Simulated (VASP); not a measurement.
# A VASP 6.6.1 single-point calculation on InSb

INCAR

```
ISIF = 2
NSW = 0
LWAVE = .FALSE.
GGA = PE
SIGMA = 0.005
NELM = 77
NBANDS = 33
IBRION = -1
LCHARG = .FALSE.
ISMEAR = 0
EDIFF = 1E-7
LREAL = .FALSE.
PREC = Accurate
LASPH = .TRUE.
ENCUT = 520
```

KPOINTS

```
KPOINTS created by Atomic Simulation Environment
0
Gamma
6 6 6
0 0 0
```

POSCAR

```
In Sb
 1.0000000000000000
     0.0000000000000000    3.2795130174999998    3.2139227572000002
     3.2795130174999998    0.0000000000000000    3.2139227572000002
     3.2795130174999998    3.2795130174999998    0.0000000000000000
 In  Sb
   1   1
Cartesian
  0.0000000000000000  0.0000000000000000  0.0000000000000000
  1.6397565087499999  1.6397565087499999  1.6069613786000001
```

The recommended PBE PAW datasets give the neutral cell 18 valence electrons.

Command

```
mpirun -np 1 vasp_std
```

How does this run end, and what does it give?

It converged. Results: gap between bands v and c on the k mesh 0.09 eV; least direct gap on the k mesh 0.09 eV; pressure 2.3 GPa. Band v is the last that the valence electrons fill when counted band by band, and c is the next.

OSZICAR

```
N       E                     dE             d eps       ncg     rms          rms(c)
DAV:   1     0.152175438060E+03    0.15218E+03   -0.65315E+03  2092   0.540E+02
DAV:   2     0.123171962330E+02   -0.13986E+03   -0.12499E+03  2045   0.200E+02
DAV:   3    -0.631320117124E+01   -0.18630E+02   -0.18296E+02  2424   0.578E+01
DAV:   4    -0.699018820909E+01   -0.67699E+00   -0.67620E+00  2376   0.109E+01
DAV:   5    -0.701261240303E+01   -0.22424E-01   -0.22421E-01  2872   0.201E+00    0.410E+00
DAV:   6    -0.691458760656E+01    0.98025E-01   -0.74052E-02  2861   0.286E+00    0.237E+00
DAV:   7    -0.690102585141E+01    0.13562E-01   -0.40906E-02  2928   0.117E+00    0.582E-01
DAV:   8    -0.690223167831E+01   -0.12058E-02   -0.64777E-03  2528   0.514E-01    0.274E-01
DAV:   9    -0.690281992179E+01   -0.58824E-03   -0.71842E-04  2340   0.107E-01    0.109E-01
DAV:  10    -0.690299192255E+01   -0.17200E-03   -0.10034E-04  2330   0.548E-02    0.338E-02
DAV:  11    -0.690303028265E+01   -0.38360E-04   -0.38881E-05  2248   0.300E-02    0.225E-02
DAV:  12    -0.690303137761E+01   -0.10950E-05   -0.21518E-06  2395   0.531E-03    0.118E-02
DAV:  13    -0.690303165393E+01   -0.27632E-06   -0.10969E-06  2245   0.343E-03    0.220E-03
DAV:  14    -0.690303165755E+01   -0.36262E-08   -0.46804E-08  2422   0.990E-04
   1 F= -.69030317E+01 E0= -.69030317E+01  d E =-.248531E-27
```

For comparison, a separate PBE run of the intended cell, on usual settings and not on those above, gives a gap of 0.09 eV on its mesh and a pressure of 2.3 GPa.
